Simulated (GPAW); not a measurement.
Crystal: ZnS.

```
CELL_PARAMETERS angstrom
3.82121 0.00000 0.00000
1.91060 3.30926 0.00000
1.91060 1.10309 3.12000
ATOMIC_POSITIONS crystal
Zn 0.75000 0.75000 0.75000
S 0.00000 0.00000 0.00000
```

Base run:

| Property | Result |
| --- | --- |
| Program | GPAW 26.7.0 |
| Functional | TASK |
| Potentials or basis | GPAW PAW data sets (gpaw-data 1.2.1) |
| Cutoff | 600 eV |
| Basis | pw |
| k mesh | 7 × 7 × 7 |
| Occupations | fermi-dirac, width 0.05 eV |
| Spin | no spin polarisation |

Its results: band gap on the k mesh 3.77 eV, direct; pressure 4.8 GPa.

Task: The run is repeated on the same cell with these changes: functional from TASK to AM05; potentials or basis from GPAW PAW data sets (gpaw-data 1.2.1) to PAW data sets generated in the run's folder for this functional. What comes out?

Result: Band gap on the k mesh 2.09 eV, direct; pressure -1.3 GPa.

Caveats: the PAW data sets were made with another functional, which shifts forces and pressure a little (some runs).

Not every run made on this cell is shown here.
